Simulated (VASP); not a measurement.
Wanted: the native input for a VASP 6.6.1 run.

```
Task                   : relaxation of shape and atoms at fixed volume
Functional             : LDA
Potentials or basis    : VASP PAW LDA potentials, release 64 (Be)
Cutoff                 : 600 eV
k mesh                 : 18 × 18 × 10
Occupations            : methfessel-paxton, width 0.1 eV
Spin                   : no spin polarisation
Further INCAR settings : ALGO = Normal; EDIFF = 1e-07; IBRION = 2; EDIFFG = -0.01; NSW = 40; ISIF = 4
```

The structure of Be lies in POSCAR:

```
Be                                      
1.0
    2.2559429011     -0.0000000000     -0.0000000000
   -1.1279714506      1.9537038619      0.0000000000
    0.0000000000     -0.0000000000      3.5719863584
  Be            
     2
Direct
     0.3333333332999970    0.6666666667000030    0.2500000000000000
     0.6666666667000030    0.3333333332999970    0.7500000000000000
```

The cell isn't the ideal one: a relaxed cell with its volume scaled by 1.04.

These files were run (other wordings do the same):

INCAR

```
SYSTEM = Be
ALGO = Normal
EDIFF = 1E-7
EDIFFG = -0.01
ENCUT = 600
IBRION = 2
ISIF = 4
ISMEAR = 1
LASPH = .True.
LCHARG = .False.
LREAL = .False.
LWAVE = .False.
NELM = 80
NSW = 40
PREC = Accurate
SIGMA = 0.1
```

KPOINTS

```
k-points
0
Gamma
  18 18 10
  0 0 0
```

Potentials or basis: VASP PAW LDA potentials, release 64 (Be).

The run is started by

```sh
$ cat potpaw_LDA.64/Be/POTCAR > POTCAR
$ mpirun -np 1 vasp_std > vasp.out
```

It gave:

```yaml
Energy_gained_by_relaxing: 0.0 meV/atom
Ionic_steps: 2
Pressure_after_relaxing: -4.8 GPa
Band_gap_on_the_k_mesh: none (metal or under the smearing width)
```

Wall time 16 s on 1 thread of Intel(R) Xeon(R) Platinum 8488C (Sapphire Rapids) (shared host), peak memory 0.13 GiB.
